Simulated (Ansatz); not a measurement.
# WS2 in Ansatz: notebook, part 2 of 2

Ansatz 0.2.0. Earlier steps stand in the parts before.

**3. Density of states, r2SCAN+U**

input.yaml

```yaml
crystal:
  lattice:
    - [3.1829541699, 0.0, 0.0]
    - [-1.591477085, 2.7565191702, 0.0]
    - [0.0, 0.0, 28.53221786]
  atoms:
    - { symbol: W, position: [0.6666666667, 0.3333333333, 0.43436168] }
    - { symbol: W, position: [0.6666666667, 0.3333333333, 0.88553378] }
    - { symbol: W, position: [0.0, 0.0, 0.65928643] }
    - { symbol: S, position: [0.6666666667, 0.3333333333, 0.60462521] }
    - { symbol: S, position: [0.0, 0.0, 0.37971025] }
    - { symbol: S, position: [0.0, 0.0, 0.83084828] }
    - { symbol: S, position: [0.6666666667, 0.3333333333, 0.71395221] }
    - { symbol: S, position: [0.0, 0.0, 0.48903042] }
    - { symbol: S, position: [0.0, 0.0, 0.94018573] }
hamiltonian:
  xc: r2scan
  pseudopotentials: { kind: paw }
  hubbard: { sites: [{ species: W, l: d, u_eff: 6.0 }] }
kpoints:
  mp_grid: { grid: [7, 7, 1] }
scf:
  occupations: { method: fermi_dirac, width: 0.05 }
  n_extra_bands: 22
output:
  forces: true
  stress: true
  eigenvalues: true
  dos: { projected: false, de: 0.05, nscf_kmesh: { grid: [11, 11, 2] } }
  write_density: true
  write_potential: true
  elf: true
  volumetric_format: npy
```

Potentials or basis: Ansatz PAW.

Started as:

```bash
$ ansatz run input.yaml --threads 4 --pin off --max-ram 11264MiB --backend cpu --events-out ev --progress --plain --runs-dir out
```

What it wrote:

```text
Warning: RAYON_NUM_THREADS=4 ignored (pool sized by the plan → 4); use --threads N
W: projections on atomic orbitals take those of the free atom [Kr 4d10 4f14] 5s2 5p6 5d4 6s2, of charge +0.00 (hamiltonian.pseudopotentials.projection_atoms); the dataset's partial waves leave at most 6.5e-5 of an orbital's norm unspanned inside its sphere
S: projections on atomic orbitals take those of the free atom [Ne] 3s2 3p4, of charge +0.00 (hamiltonian.pseudopotentials.projection_atoms); the dataset's partial waves leave at most 1.6e-7 of an orbital's norm unspanned inside its sphere
scf.n_extra_bands = 22 over 39 filled bands (N_el = 78.0): the run solves 61 bands
Engine: ansatz 0.2.0, aarch64-unknown-linux-gnu
Pseudopotentials: kind: paw
Pseudopotential: W, paw, valence charge 14, recommended cutoff 500 eV (meta_gga), W.paw.azcp
Pseudopotential: S, paw, valence charge 6, recommended cutoff 500 eV (meta_gga), S.paw.azcp
Functional definition: r2SCAN
  parameter k0 = 0.174
  parameter k1 = 0.065
  parameter a1 = 4.9479
  exchange = r2scan_x(k0 = k0, k1 = k1, a1 = a1)
  correlation = r2scan_c
Crystal: 9 atoms, lattice volume = 250.338 Å³
Basis set: ecut = 500 eV, 6327 PW (Γ), exchange–correlation on 96×96×864 points (64 copies of the dense FFT grid, shifted against one another)
[... 49 lines left out ...]
  E_paw        = -29436.430979  (= ΣΔE_a)
  E_vpaw       = -430.511167  (= ΣTr[D̂ρ^β])
  E_aug_tail   = -0.000142  (compensation charges beyond the density's cutoff)
  E_vtau       = 67.035365  (kinetic-family band-sum trace: ∫τ·v_τ [+ j·A + Jᵃ·Aᵃ] dr)
  E_ewald      = 13476.725544
  E_core_change = -2.422447  (= ΣΔE_core)
  E_smearing   = -0.000000  (= −TS)
  E_closure    = 0.000000  (closes the sum)
  Σ components = -36612.694097   (vs F -36612.694097, Δ=0.00e0)
--- Forces (eV/Å), atoms counted from 1 ---
  atom   1  W     -0.00000000    -0.00000000    -0.00572945
  atom   2  W     -0.00000000    -0.00000000    -0.00380615
  atom   3  W      0.00000000     0.00000000     0.00392627
  atom   4  S     -0.00000000    -0.00000000    -0.00244239
  atom   5  S      0.00000000     0.00000000    -0.01379767
  atom   6  S      0.00000000     0.00000000     0.00437908
  atom   7  S     -0.00000000    -0.00000000     0.00685065
  atom   8  S      0.00000000     0.00000000    -0.00176648
  atom   9  S      0.00000000     0.00000000     0.01246410
  max |Σ_I F_I| component: 7.80e-5 eV/Å
--- Stress (GPa, compression-positive) ---
        0.724465      -0.000000      -0.000000
        0.000000       0.724465      -0.000000
       -0.000000      -0.000000       0.170360
  P = ⅓ Tr σ = 0.5398 GPa (5.398 kbar)
--- Band table (eV; the first three rows and the last of 8) ---
  k-point 0: bands = ["-71.1856", "-71.1844", "-71.1843", "-34.7315", "-34.7297", "-34.7297", "-34.6947", "-34.6947", "-34.6935", "-34.6935", "-34.6934", "-34.6934", "-10.7186", "-10.6713", "-10.6291", "-8.9978", "-8.9051", "-8.8215", "-2.3261", "-2.0948", "-1.8617", "1.7253", "1.7253", "1.7308", "1.7308", "1.7330", "1.7330", "2.0390", "2.5680", "3.2127", "3.2549", "3.2549", "3.2681", "3.2681", "3.2769", "3.2769", "4.0993", "4.5321", "4.8277", "8.0037", "8.0037", "8.0419", "8.0419", "8.0778", "8.0778", "8.1151", "8.1151", "8.1174", "8.1174", "8.1204", "8.1204", "10.4388", "10.5321", "10.6321", "10.8133", "11.1910", "12.4221", "13.8924", "13.9975", "14.1281", "14.2127"]
  k-point 1: bands = ["-71.1813", "-71.1801", "-71.1800", "-34.7635", "-34.7623", "-34.7621", "-34.7186", "-34.7168", "-34.7167", "-34.7105", "-34.7093", "-34.7092", "-10.3764", "-10.3293", "-10.2872", "-8.8470", "-8.7626", "-8.6876", "-1.9076", "-1.6789", "-1.4450", "0.9430", "0.9541", "0.9607", "1.4992", "1.8155", "2.0508", "2.0596", "2.0611", "2.0640", "2.7720", "2.7878", "2.7990", "3.2054", "3.3466", "3.6335", "3.9804", "4.2510", "4.3903", "7.3416", "7.4692", "7.6275", "7.7183", "7.7679", "7.8116", "8.0364", "8.1012", "8.1634", "8.6692", "8.6939", "8.7111", "11.0340", "11.3957", "11.8682", "12.0575", "12.1011", "12.8734", "14.0684", "14.2283", "14.5865", "14.7545"]
  k-point 2: bands = ["-71.1722", "-71.1710", "-71.1710", "-34.9144", "-34.9131", "-34.9129", "-34.7459", "-34.7447", "-34.7445", "-34.6900", "-34.6882", "-34.6882", "-9.5088", "-9.4656", "-9.4272", "-8.4868", "-8.4247", "-8.3720", "-1.2129", "-1.0653", "-0.9305", "-0.1907", "-0.1081", "0.0107", "0.4722", "0.6234", "0.7098", "1.9637", "1.9823", "1.9964", "2.7802", "2.7928", "2.8010", "2.8157", "2.9698", "3.1872", "3.3609", "3.4178", "3.4328", "6.9751", "7.2159", "7.4307", "7.4752", "7.4806", "7.5145", "8.5886", "8.7687", "8.9607", "9.5077", "9.5767", "9.6363", "12.0792", "12.2252", "12.3853", "12.6466", "12.7295", "13.5401", "13.6063", "13.8130", "13.9514", "14.3561"]
  k-point 7: bands = ["-71.1636", "-71.1624", "-71.1623", "-34.9816", "-34.9803", "-34.9801", "-34.8845", "-34.8833", "-34.8831", "-34.6582", "-34.6564", "-34.6563", "-8.2706", "-8.2529", "-8.2411", "-7.9750", "-7.9567", "-7.9457", "-1.1472", "-1.1179", "-1.1032", "-0.8595", "-0.8242", "-0.7955", "0.4082", "0.4216", "0.4405", "0.7246", "0.7980", "0.9058", "1.2175", "1.3693", "1.4325", "2.5470", "2.5924", "2.6665", "4.3260", "4.3624", "4.3919", "6.5062", "6.5429", "6.5714", "8.3594", "8.5014", "8.6962", "8.7009", "8.8489", "8.9965", "10.5809", "10.7204", "10.8838", "11.7930", "11.9144", "11.9187", "12.3757", "12.7722", "13.2433", "14.4126", "14.4534", "14.6723", "15.1822"]
Occupation matrices written to <dir>
```

dos.tsv:

```text
# E-E_F[eV]	g_bin_mean(E)[states/eV]	N(E)
# format = ansatz-dos/2
# fermi_ev = 5.484406
# fermi_mp_grid = 11 11 2
# fermi_mp_shift = 0 0 0
# nscf_kmesh_grid = 11 11 2
# nscf_kmesh_shift = 0 0 0
# g_bin_mean(E): the states in a bin one row spacing wide, centred on E, divided by that spacing. States that the method places at a single energy (under output.dos.method: tetrahedron, those of a tetrahedron whose four corners have one energy) are counted whole in the row whose bin holds that energy (on the edge of two bins, in the lower row). The sum of g_bin_mean over a run of rows, times the row spacing, is the number of states from half a spacing under the first of them to half a spacing over the last (a plain sum, not the trapezoid rule).
-77.169960	0.000000e0	0.000000e0
-77.119960	0.000000e0	0.000000e0
-77.069960	0.000000e0	0.000000e0
-77.019960	0.000000e0	0.000000e0
-76.969960	0.000000e0	0.000000e0
-76.919960	0.000000e0	0.000000e0
[... 1751 lines left out ...]
10.680040	0.000000e0	1.220000e2
10.730040	0.000000e0	1.220000e2
```

rho_z.tsv:

```text
# z_ang	rho[e/angstrom^3]
# format = ansatz-planar-average/11
# lattice	3.182954170	0.000000000	0.000000000
# lattice	-1.591477085	2.756519170	0.000000000
# lattice	0.000000000	0.000000000	28.532217860
# sites	9
# site	74	1.591477085	0.918839723	12.393302084
# site	74	1.591477085	0.918839723	25.266242733
# site	74	-0.000000000	-0.000000000	18.810904053
# site	16	1.591477085	0.918839723	17.251298215
# site	16	-0.000000000	-0.000000000	10.833975577
# site	16	-0.000000000	-0.000000000	23.705944134
# site	16	1.591477085	0.918839723	20.370639997
# site	16	-0.000000000	-0.000000000	13.953122484
# site	16	-0.000000000	-0.000000000	26.825584077
0.000000	1.285332e-2
0.132094	8.333284e-3
0.264187	5.394825e-3
0.396281	3.496037e-3
0.528374	2.265484e-3
0.660468	1.472304e-3
[... 208 lines left out ...]
28.268031	3.033418e-2
28.400124	1.977956e-2
```

Wall time 30 s (4 threads of Arm Neoverse V1, shared host); peak memory 1.5 GiB.

What came out:

```
Free energy            : -36612.6941 eV
Largest force          : 0.014 eV/Å
Band gap on the k mesh : 1.68 eV, indirect (least direct gap 2.11 eV)
```

Forces on the atoms (eV/Å):
```
W    0.000  0.000 -0.006
W    0.000  0.000 -0.004
W    0.000  0.000  0.004
S    0.000  0.000 -0.002
S    0.000  0.000 -0.014
S    0.000  0.000  0.004
S    0.000  0.000  0.007
S    0.000  0.000 -0.002
S    0.000  0.000  0.012
```

Levels at points of the mesh, in eV from the valence-band top:
| k point | band 36 | band 37 | band 38 | band 39 | band 40 | band 41 | band 42 | band 43 |
| --- | --- | --- | --- | --- | --- | --- | --- | --- |
| (0.00, 0.00, 0.00) | -1.55 | -0.73 | -0.30 | 0.00 | 3.18 | 3.18 | 3.21 | 3.21 |

States per cell in windows of 0.5 eV (zero at the valence-band top; states under -8 eV left out):
```csv
from (eV),total
-8.0,0.00
-7.5,0.04
-7.0,1.12
-6.5,3.37
-6.0,2.18
-5.5,2.45
-5.0,4.64
-4.5,2.31
-4.0,2.89
-3.5,4.62
-3.0,2.72
-2.5,4.99
-2.0,3.80
-1.5,4.18
-1.0,2.11
-0.5,0.58
0.0,0.00
0.5,0.00
1.0,0.10
1.5,0.74
2.0,3.08
2.5,5.32
3.0,3.46
3.5,2.95
4.0,2.86
4.5,1.99
5.0,2.49
5.5,1.47
6.0,1.25
6.5,1.80
7.0,1.86
7.5,2.03
```

Eigenvalues of the final occupation matrices:
```tsv
site	spin	trace	eigenvalues
site 1	1	2.44	0.42 0.42 0.49 0.49 0.62
site 2	1	2.44	0.42 0.42 0.49 0.49 0.62
site 3	1	2.44	0.42 0.42 0.49 0.49 0.62
```

Caveat: odd divisions of the mesh miss points on the zone boundary, where band edges often lie, so the gap on the mesh can be too wide; spin-orbit coupling is left out, which moves the levels of the heavy elements; the PAW data sets come from PBE, with cores solved anew for the run's functional, which leaves a small shift of forces and pressure.

**4. Density of states, r2SCAN+U**

Changes to input.yaml since step 3:

```diff
@@ -18,3 +18,3 @@
   pseudopotentials: { kind: paw }
-  hubbard: { sites: [{ species: W, l: d, u_eff: 6.0 }] }
+  hubbard: { sites: [{ species: W, l: d, u_eff: 8.0 }] }
 kpoints:
@@ -29,5 +29 @@
   dos: { projected: false, de: 0.05, nscf_kmesh: { grid: [11, 11, 2] } }
-  write_density: true
-  write_potential: true
-  elf: true
-  volumetric_format: npy
```

Started as:

```bash
$ ansatz run input.yaml --threads 4 --pin off --max-ram 11264MiB --backend cpu --events-out ev --progress --plain --runs-dir out
```

It took 30 s on 4 threads of Arm Neoverse V1, shared host; peak memory 1.5 GiB.

Results (log left out):

* Free energy: -36605.4581 eV
* Largest force: 0.029 eV/Å
* Band gap on the k mesh: 1.68 eV, indirect (least direct gap 1.75 eV)

Forces in eV/Å, atoms in the order of the input:
```
W    0.000  0.000 -0.004
W    0.000  0.000 -0.005
W    0.000  0.000  0.004
S    0.000  0.000  0.022
S    0.000  0.000  0.011
S    0.000  0.000  0.029
S    0.000  0.000 -0.018
S    0.000  0.000 -0.026
S    0.000  0.000 -0.012
```

Stress tensor (GPa, compression positive):
```
3.00 0.00 0.00
0.00 3.00 0.00
0.00 0.00 0.01
```

Levels at points of the mesh, in eV from the valence-band top:
| k point | band 35 | band 36 | band 37 | band 38 | band 39 | band 40 | band 41 | band 42 | band 43 | band 44 |
| --- | --- | --- | --- | --- | --- | --- | --- | --- | --- | --- |
| (0.00, 0.00, 0.00) | -0.88 | -0.88 | -0.76 | -0.24 | 0.00 | 3.81 | 3.81 | 3.84 | 3.84 | 3.88 |

States per cell in windows of 0.5 eV (zero at the valence-band top; states under -8 eV left out):
```tsv
from (eV)	total
-8.0	0.00
-7.5	0.03
-7.0	0.37
-6.5	1.39
-6.0	3.88
-5.5	0.76
-5.0	3.16
-4.5	4.46
-4.0	1.94
-3.5	2.34
-3.0	5.08
-2.5	3.22
-2.0	4.50
-1.5	5.01
-1.0	4.46
-0.5	1.23
0.0	0.18
0.5	0.00
1.0	0.17
1.5	0.39
2.0	1.30
2.5	3.18
3.0	3.54
3.5	3.24
4.0	2.96
4.5	3.10
5.0	1.94
5.5	2.81
6.0	1.73
6.5	1.42
7.0	1.81
7.5	1.86
```

Eigenvalues of the final occupation matrices:
| site | spin | trace | eigenvalues |
| --- | --- | --- | --- |
| site 1 | 1 | 2.42 | 0.41 0.41 0.44 0.44 0.73 |
| site 2 | 1 | 2.42 | 0.41 0.41 0.44 0.44 0.73 |
| site 3 | 1 | 2.42 | 0.41 0.41 0.44 0.44 0.73 |

Caveat: odd divisions of the mesh miss points on the zone boundary, where band edges often lie, so the gap on the mesh can be too wide; spin-orbit coupling is left out, which moves the levels of the heavy elements; the PAW data sets come from PBE, with cores solved anew for the run's functional, which leaves a small shift of forces and pressure.

**5. Summary**

| U | gap on the mesh (eV) | largest force (eV/Å) |
| --- | --- | --- |
| W d U = 5 eV | 1.70 | 0.01 |
| W d U = 6 eV | 1.68 | 0.01 |
| W d U = 8 eV | 1.68 | 0.03 |

Alike in all rows: task density of states; level r2SCAN+U; potentials or basis Ansatz PAW; no spin polarisation; cell as given; k mesh 7 × 7 × 1; cutoff (eV) 500; smearing fermi-dirac 0.05 eV.

On the cell as given the gap runs from 1.68 eV (r2SCAN+U) to 1.70 eV (r2SCAN+U).

Caveats: odd divisions of the mesh miss points on the zone boundary, where band edges often lie, so the gap on the mesh can be too wide; spin-orbit coupling is left out, which moves the levels of the heavy elements; the PAW data sets come from PBE, with cores solved anew for the run's functional, which leaves a small shift of forces and pressure.

Absolute energies hang on the potentials; compare differences alone.
